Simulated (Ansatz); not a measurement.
Input of an Ansatz 0.2.0 run:

File input.yaml:

```yaml
crystal:
  lattice:
    - [3.179064, 0.0, 0.0]
    - [0.0, 3.179064, 0.0]
    - [0.0, 0.0, 3.179064]
  atoms:
    - { symbol: Ti, position: [0.0, 0.0, 0.0] }
    - { symbol: Al, position: [0.5, 0.5, 0.5] }
kpoints:
  mp_grid: { grid: [6, 6, 6] }
scf:
  occupations: { method: methfessel_paxton, width: 0.1 }
hamiltonian:
  xc: pbesol
  dispersion: d3bj
  pseudopotentials: { kind: all_electron, lapw: { basis_error: 0.001 } }
output:
  forces: true
  stress: true
elastic:
  mode: relaxed_ion
  stencil: two_point
```

Potentials or basis: all-electron LAPW, scalar-relativistic.

Launch:

```bash
$ ansatz run input.yaml --threads 1 --pin off --max-ram 3072MiB --backend cpu --events-out ev --progress --plain --runs-dir out
```

(1) Estimate the elastic constants C11, C12, C44.

(2) Estimate the Voigt bulk modulus.

(3) Estimate the band gap on the k mesh.

(4) Estimate the pressure.

## Answers

(1) 67, 116, 75 GPa.

(2) 100 GPa.

(3) none (metal or under the smearing width).

(4) -7.5 GPa.

Caveat: a metal's response needs a denser mesh; the cell is more than 3 GPa from zero pressure, which shifts response properties; the elastic tensor has a negative eigenvalue, so either the cell is unstable as it stands or the mesh is too thin; pairwise dispersion overbinds metals, which lowers pressure and volume.
